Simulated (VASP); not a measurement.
Crystal: WS2 (Tungstenite).

```xyz
6
Lattice="3.1800 0.0000 0.0000 -1.5900 2.7540 0.0000 0.0000 0.0000 12.5000" Properties=species:S:1:pos:R:3 pbc="T T T"
W     1.5900    0.9180    9.3750
W     0.0000    1.8360    3.1250
S     1.5900    0.9180    4.6875
S     0.0000    1.8360   10.9375
S     1.5900    0.9180    1.5625
S     0.0000    1.8360    7.8125
```

Base run:

* Program: VASP 6.6.1
* Functional: TB-mBJ
* Potentials or basis: VASP PAW PBE potentials, release 64 (W_sv, S)
* Cutoff: 520 eV
* k mesh: 10 × 10 × 4
* Occupations: gaussian, width 0.02 eV
* Spin: no spin polarisation

Its results: band gap on the k mesh 1.38 eV, indirect (least direct gap 2.18 eV).

**Question.** The run is repeated on the same cell with these changes: functional from TB-mBJ to LDA; potentials or basis from VASP PAW PBE potentials, release 64 (W_sv, S) to VASP PAW LDA potentials, release 64 (W_sv, S). What comes out?

**Answer.** Band gap on the k mesh 1.05 eV, indirect (least direct gap 2.07 eV).

Caveats: spin-orbit coupling is left out, which moves the levels of the heavy elements; the mesh misses the band edges, which the band path finds closer together (some runs).

Not every run made on this cell is shown here.
